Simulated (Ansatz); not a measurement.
# Sb (P6_3/mmc) in Ansatz: further runs

The runs below take Sb through relaxation of cell and atoms, with PBEsol+D3(BJ)-ATM, PBEsol+D4.

Everything below comes from runs of Ansatz 0.2.0. Logs are shortened: lines on timing, memory, paths and dates and some standing lists are left out, and cuts for length are marked.

## Step 1: The crystal as given

The structure is hexagonal, space group P6_3/mmc (No. 194). The conventional cell has a = 3.355 Å, b = 3.355 Å, c = 5.470 Å, α = 90.00°, β = 90.00°, γ = 120.00°. Sb (site symmetry -6m2) is surrounded by 12 Sb at 3.35 Å.

This isn't the form of Sb at room conditions, which is rhombohedral.

## Step 2: Relaxation of cell and atoms, PBEsol+D3(BJ)-ATM

input.yaml reads:

```yaml
crystal:
  lattice:
    - [3.3545324186, 0.0, 0.0]
    - [-1.6772662093, 2.9051102923, 0.0]
    - [0.0, 0.0, 5.47016065]
  atoms:
    - { symbol: Sb, position: [0.6666666667, 0.3333333333, 0.75] }
    - { symbol: Sb, position: [0.3333333333, 0.6666666667, 0.25] }
hamiltonian:
  xc: pbesol
  pseudopotentials: { kind: paw }
  dispersion: d3bjatm
kpoints:
  mp_grid: { grid: [9, 9, 5] }
scf:
  occupations: { method: fermi_dirac, width: 0.05 }
output:
  forces: true
  stress: true
  eigenvalues: true
  write_density: true
  write_potential: true
  elf: true
  volumetric_format: npy
relax:
  f_tol: 0.01
  max_steps: 40
  cell: { stress_tol: 0.05 }
```

Potentials or basis: Ansatz PAW.

Command:

```
$ ansatz run input.yaml --threads 2 --pin off --max-ram 5632MiB --backend cpu --events-out ev --progress --plain --runs-dir out
```

Standard output:

```text
Warning: RAYON_NUM_THREADS=2 ignored (pool sized by the plan → 2); use --threads N
Engine: ansatz 0.2.0, aarch64-unknown-linux-gnu
Pseudopotentials: kind: paw
Pseudopotential: Sb, paw, valence charge 15, recommended cutoff 420 eV (normal), Sb.paw.azcp
Functional definition: PBEsol
  exchange = pbesol_x
  correlation = pbesol_c
Crystal: 2 atoms, lattice volume = 53.308 Å³
Basis set: ecut = 420 eV, 1087 PW (Γ), exchange–correlation on 48×48×80 points (8 copies of the dense FFT grid, shifted against one another)
Bands: 19, of which v1, the nominal top of the filled ones, is band 15 counted from 1 (14 counted from 0)
Symmetry: 24 space group operations
Space group: P63/mmc (ITA 194), of the structure as read, at distance tolerance 3.8e-5 Å
k-points: 36 of 405
Non-local potential: Sb, projectors of the file, l = 0: 2, l = 1: 2, l = 2: 2, l = 3: 2
PAW form: soft (Blöchl's): semilocal exchange-correlation on the pseudo side does not see the compensation charge
PAW frozen core: Sb, regenerated for the run's functional, and the local potential with it (the file was generated under x = pbe(κ = 0.804, μ = 0.2195149727645171), c = pbe(β = 0.06672455060314922))
PAW one-centre angular grid: Sb, 590 points (default); XC on 64 Gauss nodes
Initial density: superposition of atomic densities (neutral atoms: chi_scale 0, normalization atom), corrected by the library's trained network
Initial wavefunctions: pseudopotential atomic-orbital guess
Functional: x = pbesol(κ = 0.804, μ = 0.12345679012345678), c = pbesol(β = 0.046)
SCF iter   1: F=—  HF=-12816.693245 eV  |F-HF|=—  |Δ(HF+E_count)|=         —  Δρ=2.45e-3  dr2=1.95e-3  ethr=1.77e-3  ⟨swp⟩=5.8  Hψ=3361  notcnv=0
preconditioner: auto → Kerker (q_TF=auto, 2.479 Å⁻¹)  [metal: Δε(μ)=0.038 eV  Ē_g=8.566 eV  σ=0.050 eV  W_gap=0.19  n_scr=22 (ndim 8)  ℏωp=16.1 eV  f_vac=0.000  D(μ)=1.57/eV (n_scr^D=10)]
SCF iter   2: F=—  HF=-12816.690905 eV  |F-HF|=—  |Δ(HF+E_count)|=   2.34e-3  Δρ=1.61e-3  dr2=8.85e-4  ethr=6.51e-6  ⟨swp⟩=2.5  Hψ=1382  notcnv=0  defer=1
SCF iter   3: F=—  HF=-12816.690756 eV  |F-HF|=—  |Δ(HF+E_count)|=   1.49e-4  Δρ=7.41e-4  dr2=1.39e-4  ethr=2.95e-6  ⟨swp⟩=2.0  Hψ=1213  notcnv=0  defer=1
SCF iter   4: F=—  HF=-12816.690641 eV  |F-HF|=—  |Δ(HF+E_count)|=   1.15e-4  Δρ=8.47e-5  dr2=5.26e-6  ethr=4.63e-7  ⟨swp⟩=2.0  Hψ=1213  notcnv=0  defer=1
SCF iter   5: F=—  HF=-12816.690643 eV  |F-HF|=—  |Δ(HF+E_count)|=   1.85e-6  Δρ=3.00e-5  dr2=6.19e-7  ethr=1.75e-8  ⟨swp⟩=2.4  Hψ=1223  notcnv=0  defer=1
SCF iter   6: F=-12816.690643 eV  HF=-12816.690643 eV  |F-HF|=1.60e-8  |Δ(HF+E_count)|=   1.57e-7  Δρ=6.67e-6  dr2=3.05e-8  ethr=3.33e-10  ⟨swp⟩=10.2  Hψ=4723  notcnv=0
SCF 1 converged in 6 iterations: F = -12816.690643 eV  dr2 = 3.05e-8
relax step   1: F+E_penalty+E_count = -12816.69064269 eV  Δ(F+E_penalty+E_count) = +0.000e0 eV  max|allowed force component| = 7.401e-17 eV/Å  Δτ_max = 0.0000 Å  P = -4.476 GPa  Ω = 53.308 Å³  (6 SCF iters, dr2 threshold 1.00e-7 eV, accepted)
Crystal: 2 atoms, lattice volume = 47.842 Å³
Basis set: ecut = 420 eV, 941 PW (Γ), exchange–correlation on 48×48×80 points (8 copies of the dense FFT grid, shifted against one another)
Initial density: handed on by an earlier stage of this run
Initial wavefunctions: those handed on with the density
iter 1 solved again at ethr=1.28e-6 eV; its pass at ethr=3.10e-3 eV (dr2=3.84e-4 eV) is discarded
SCF iter   1: F=—  HF=-12816.726977 eV  |F-HF|=—  |Δ(HF+E_count)|=         —  Δρ=1.14e-3  dr2=3.81e-4  ethr=1.28e-6  ⟨swp⟩=3.1  Hψ=4790  notcnv=0
preconditioner: auto → Kerker (q_TF=auto, 2.524 Å⁻¹)  [metal: Δε(μ)=0.099 eV  Ē_g=24.838 eV  σ=0.050 eV  W_gap=0.42  n_scr=10 (ndim 8)  ℏωp=29.4 eV  f_vac=0.000  D(μ)=0.96/eV (n_scr^D=2)]
SCF iter   2: F=—  HF=-12816.727253 eV  |F-HF|=—  |Δ(HF+E_count)|=   2.76e-4  Δρ=7.36e-4  dr2=1.75e-4  ethr=1.27e-6  ⟨swp⟩=1.0  Hψ=684  notcnv=0
SCF iter   3: F=—  HF=-12816.727365 eV  |F-HF|=—  |Δ(HF+E_count)|=   1.12e-4  Δρ=1.18e-4  dr2=8.01e-6  ethr=5.84e-7  ⟨swp⟩=1.1  Hψ=699  notcnv=0
SCF iter   4: F=—  HF=-12816.727366 eV  |F-HF|=—  |Δ(HF+E_count)|=   1.27e-6  Δρ=2.45e-5  dr2=3.82e-7  ethr=2.67e-8  ⟨swp⟩=1.9  Hψ=797  notcnv=0
SCF iter   5: F=-12816.727366 eV  HF=-12816.727366 eV  |F-HF|=8.93e-9  |Δ(HF+E_count)|=   1.43e-7  Δρ=8.24e-6  dr2=2.99e-8  ethr=6.67e-10  ⟨swp⟩=9.5  Hψ=4934  notcnv=0
SCF 2 converged in 5 iterations: F = -12816.727366 eV  dr2 = 2.99e-8
relax step   2: F+E_penalty+E_count = -12816.72736628 eV  Δ(F+E_penalty+E_count) = -3.672e-2 eV  max|allowed force component| = 6.014e-17 eV/Å  Δτ_max = 0.0000 Å  P = +3.300 GPa  Ω = 47.842 Å³  energy of the carried Pulay correction = +1.487e-3 eV  (5 SCF iters, dr2 threshold 2.00e-7 eV, accepted)
[... 16 lines left out ...]
SCF 4 converged in 3 iterations: F = -12816.745551 eV  dr2 = 7.63e-9
relax step   4: F+E_penalty+E_count = -12816.74555138 eV  Δ(F+E_penalty+E_count) = -5.308e-4 eV  max|allowed force component| = 1.388e-17 eV/Å  Δτ_max = 0.0000 Å  P = -0.041 GPa  Ω = 49.744 Å³  energy of the carried Pulay correction = +9.519e-4 eV  (3 SCF iters, dr2 threshold 2.00e-7 eV, accepted)
Crystal: 2 atoms, lattice volume = 49.712 Å³
iter 1 solved again at ethr=1.07e-9 eV; its pass at ethr=3.10e-3 eV (dr2=3.20e-7 eV) is discarded
SCF iter   1: F=—  HF=-12816.745575 eV  |F-HF|=—  |Δ(HF+E_count)|=         —  Δρ=2.16e-5  dr2=2.73e-7  ethr=1.07e-9  ⟨swp⟩=3.4  Hψ=4262  notcnv=0
preconditioner: auto → Resta (q_TF=auto, 2.508 Å⁻¹)  ε∞=4.5  [insulator: Δε(μ)=0.135 eV  Ē_g=8.931 eV  σ=0.050 eV  W_gap=0.55  n_scr=22 (ndim 8)  ℏωp=16.7 eV  f_vac=0.000  D(μ)=1.07/eV (n_scr^D=2)  ε∞_Penn≈4.5]
SCF iter   2: F=—  HF=-12816.745578 eV  |F-HF|=—  |Δ(HF+E_count)|=   2.66e-6  Δρ=1.34e-5  dr2=1.04e-7  ethr=9.09e-10  ⟨swp⟩=1.0  Hψ=684  notcnv=0
SCF iter   3: F=-12816.745578 eV  HF=-12816.745578 eV  |F-HF|=7.64e-11  |Δ(HF+E_count)|=   1.92e-8  Δρ=1.08e-6  dr2=4.25e-10  ethr=4.97e-11  ⟨swp⟩=6.6  Hψ=4112  notcnv=0
SCF 5 converged in 3 iterations: F = -12816.745578 eV  dr2 = 4.25e-10
relax step   5: F+E_penalty+E_count = -12816.74557797 eV  Δ(F+E_penalty+E_count) = -2.659e-5 eV  max|allowed force component| = 3.701e-17 eV/Å  Δτ_max = 0.0000 Å  P = +0.009 GPa  Ω = 49.712 Å³  energy of the carried Pulay correction = +9.608e-4 eV  (3 SCF iters, dr2 threshold 1.49e-8 eV, accepted)
Basis set: ecut = 420 eV, 989 PW (Γ), exchange–correlation on 48×48×72 points (8 copies of the dense FFT grid, shifted against one another)
Initial wavefunctions: pseudopotential atomic-orbital guess (no wavefunctions were taken with the density)
iter 1 solved again at ethr=2.10e-7 eV; its pass at ethr=3.10e-3 eV (dr2=6.29e-5 eV) is discarded
SCF iter   1: F=—  HF=-12816.744534 eV  |F-HF|=—  |Δ(HF+E_count)|=         —  Δρ=7.84e-5  dr2=3.66e-7  ethr=2.10e-7  ⟨swp⟩=2.9  Hψ=5054  notcnv=0
SCF iter   2: F=—  HF=-12816.744532 eV  |F-HF|=—  |Δ(HF+E_count)|=   1.52e-6  Δρ=4.09e-5  dr2=9.75e-8  ethr=1.22e-9  ⟨swp⟩=2.4  Hψ=1096  notcnv=0
SCF iter   3: F=—  HF=-12816.744533 eV  |F-HF|=—  |Δ(HF+E_count)|=   2.17e-7  Δρ=1.84e-6  dr2=7.61e-10  ethr=3.25e-10  ⟨swp⟩=2.7  Hψ=1209  notcnv=0
SCF iter   4: F=—  HF=-12816.744533 eV  |F-HF|=—  |Δ(HF+E_count)|=  2.29e-10  Δρ=6.65e-7  dr2=1.54e-10  ethr=2.54e-12  ⟨swp⟩=2.0  Hψ=1220  notcnv=0
SCF iter   5: F=-12816.744533 eV  HF=-12816.744533 eV  |F-HF|=1.09e-11  |Δ(HF+E_count)|=  1.24e-10  Δρ=1.73e-7  dr2=1.39e-11  ethr=1.00e-12  ⟨swp⟩=4.9  Hψ=3380  notcnv=0
SCF 6 converged in 5 iterations: F = -12816.744533 eV  dr2 = 1.39e-11
relax step   6: F+E_penalty+E_count = -12816.74453258 eV  Δ(F+E_penalty+E_count) = +1.045e-3 eV  max|allowed force component| = 3.007e-17 eV/Å  Δτ_max = 0.0000 Å  P = +0.013 GPa  Ω = 49.712 Å³  stress off target by 4.41e-2 GPa  SCF on the basis re-selected at this cell (its energy is not comparable with the rows above)  (5 SCF iters)
basis re-selected at this cell: Δ(F+E_penalty+E_count) = +1.045e-3 eV, ΔP = +0.004 GPa vs the last step (what re-selecting the basis moved, of the pressure what is left beyond the Pulay correction that the steps carried, after the strain that the cell walked since its last selection, with what the two solves' SCF thresholds leave and, on support functions, any second-order correction that the steps lacked; it is no measure of the basis error at this ecutwfc). The dense FFT grid was sized anew with the basis: this SCF ran on 24×24×36 points, the steps before it on 24×24×40, so part of this shift can come from that change (see relax.cell in the input reference). This SCF's stress stands 4.41e-2 GPa from its target on what of the cell is left free (relax.cell.stress_tol is 5.00e-2 GPa) and its largest allowed force component is 3.01e-17 eV/Å (relax.f_tol is 1.00e-2 eV/Å): within both
SCF converged after 5 iterations
Free energy (F): -12816.744533 eV
Harris-Foulkes:  -12816.744533 eV  (|F-HF|=1.09e-11)
Internal energy: -12816.735747 eV  (E = F + TS)
E sigma→0 (E₀):  -12816.740140 eV
Entropy (-TS):   -0.008786 eV (-4.393 meV/atom)
Fermi energy:    12.765491 eV
--- Per-component energies (eV) ---
  E_band       = -254.341053
  E_kinetic    = 416.627371
  E_local      = -2741.370909  (includes V_loc(G=0)·N_el)
  E_nonlocal   = 727.293327
  E_hartree    = 1261.927212
  E_xc         = -276.628417
  E_vxc        = -195.342144  (∫ρ·V_xc dr)
  E_paw        = -8997.848765  (= ΣΔE_a)
  E_vpaw       = -985.402868  (= ΣTr[D̂ρ^β])
  E_aug_tail   = -0.000004  (compensation charges beyond the density's cutoff)
  E_ewald      = -3206.362172
  E_disp       = -1.037105  (pairwise vdW)
  E_core_change = 0.663714  (= ΣΔE_core)
  E_smearing   = -0.008786  (= −TS)
  E_closure    = -0.000000  (closes the sum)
  Σ components = -12816.744533   (vs F -12816.744533, Δ=0.00e0)
--- Forces (eV/Å), atoms counted from 1 ---
  atom   1  Sb     0.00000000     0.00000000     0.00000000
  atom   2  Sb     0.00000000    -0.00000000     0.00000000
  max |Σ_I F_I| component: 0.00e0 eV/Å
--- Stress (GPa, compression-positive) ---
       -0.003026      -0.000000       0.000000
       -0.000000      -0.003026       0.000000
        0.000000       0.000000       0.044125
  P = ⅓ Tr σ = 0.0127 GPa (0.127 kbar)
--- Band table (eV; the first three rows and the last of 36) ---
  k-point 0: bands = ["-16.4206", "-16.4109", "-16.3984", "-16.3984", "-16.3925", "-16.3925", "-16.3847", "-16.3847", "-16.3183", "-16.3183", "-0.7349", "3.5126", "6.5113", "16.7961", "16.7961", "18.6009", "18.6009", "18.8965", "21.0711"]
  k-point 1: bands = ["-16.4194", "-16.4116", "-16.4049", "-16.4049", "-16.3957", "-16.3957", "-16.3714", "-16.3714", "-16.3220", "-16.3220", "-0.5206", "2.5348", "7.9191", "16.9004", "16.9598", "16.9598", "18.4443", "18.4443", "21.2098"]
  k-point 2: bands = ["-16.4166", "-16.4136", "-16.4072", "-16.4072", "-16.4025", "-16.4025", "-16.3510", "-16.3510", "-16.3333", "-16.3333", "0.1197", "1.1688", "10.5586", "13.6600", "17.4076", "17.4076", "17.9880", "17.9880", "21.6260"]
  k-point 35: bands = ["-16.4192", "-16.4192", "-16.4000", "-16.3624", "-16.3501", "-16.3497", "-16.3497", "-16.3445", "-16.3177", "-16.3177", "4.9530", "4.9530", "8.3543", "8.3543", "8.8398", "9.8392", "15.7222", "15.7222", "19.6340"]
--- Relaxed structure (5 steps of the walk, 5 accepted, 1 SCFs on fresh bases) ---
  F+E_penalty+E_count = -12816.74453258 eV   max|allowed force component| = 3.007e-17 eV/Å   (the final SCF, on the basis selected at the relaxed cell)
  cell:  # Å, volume = 49.7120 Å³
    - [3.277184276856178, 0.0, 0.0]
    - [-1.638592138428089, 2.8381248366403855, 0.0]
    - [0.0, 0.0, 5.344769958430307]
  atoms:
    - { symbol: Sb, position: [0.6666666666666665, 0.33333333333333326, 0.7499999999999998] }
    - { symbol: Sb, position: [0.33333333333333326, 0.6666666666666665, 0.24999999999999994] }
```

Wall time 11 s (2 threads of Arm Neoverse N1, shared host); peak memory 0.34 GiB.

Results:

```yaml
Free_energy: -12816.7445 eV
Relaxed_volume: 24.86 Å³/atom
Relaxed_cell: a = 3.277 Å, b = 3.277 Å, c = 5.345 Å, α = 90.00°, β = 90.00°, γ = 120.00°
Space_group_after_relaxing_to_0.05_Å: P6_3/mmc (No. 194)
Energy_gained_by_relaxing: 26.9 meV/atom
Ionic_steps: 6
Pressure_after_relaxing: 0.0 GPa
Band_gap_on_the_k_mesh: none (metal or under the smearing width)
```

Step by step:
| step | energy change (eV) | largest force (eV/Å) | volume (Å³) |
| --- | --- | --- | --- |
| 1 | 0.0000 | 0.0000 | 53.31 |
| 2 | -0.0367 | 0.0000 | 47.84 |
| 3 | -0.0544 | 0.0000 | 50.02 |
| 4 | -0.0549 | 0.0000 | 49.74 |
| 5 | -0.0549 | 0.0000 | 49.71 |
| 6 | -0.0539 | 0.0000 | 49.71 |

Final structure:
```
CELL_PARAMETERS angstrom
3.27718 0.00000 0.00000
-1.63859 2.83812 0.00000
0.00000 0.00000 5.34477
ATOMIC_POSITIONS crystal
Sb 0.66667 0.33333 0.75000
Sb 0.33333 0.66667 0.25000
```

Caveat: the plane-wave basis is chosen anew once the cell has moved, so the energies of steps on either side of that aren't comparable; pairwise dispersion overbinds metals, which lowers pressure and volume; the PAW data sets come from PBE, with cores solved anew for the run's functional, which leaves a small shift of forces and pressure. Spin-orbit coupling is left out, which matters for the levels of Sb.

(Continued in part 2 of 2.)
